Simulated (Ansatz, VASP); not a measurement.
## N in VASP and in Ansatz

```
CELL_PARAMETERS angstrom
4.36711 0.00000 0.00000
-2.18355 3.78202 0.00000
0.00000 0.00000 7.71876
ATOMIC_POSITIONS crystal
N 0.33333 0.66667 0.32266
N 0.33333 0.66667 0.17734
N 0.66667 0.33333 0.82266
N 0.66667 0.33333 0.67734
```

Change from the starting cell: strain along c alone, the other axes held, atoms relaxed: +4.0 %.

Alike in both runs: task relaxation of the atoms; functional PBEsol; k mesh 6 × 6 × 4; occupations gaussian, width 0.02 eV; no spin polarisation.

```csv
,VASP,Ansatz
version,VASP 6.6.1,Ansatz 0.2.0
potentials or method,"VASP PAW PBE potentials, release 64 (N)","scalar-relativistic, plane waves, PAW"
plane-wave cutoff (eV),520,420
valence electrons in the cell,20,20
```

```csv
,VASP,Ansatz,Ansatz less VASP
"gap on the k mesh at the Fermi level, each at its own relaxed structure (eV)",7.34,7.52,+0.183
energy change over the relaxation (meV/atom),-4,-16,-12.1
```

Ansatz warned: «stress_scf_threshold_loose».

Caveats: the standard files for N, O and F lose accuracy on very short bonds. A k mesh can miss the band edges.
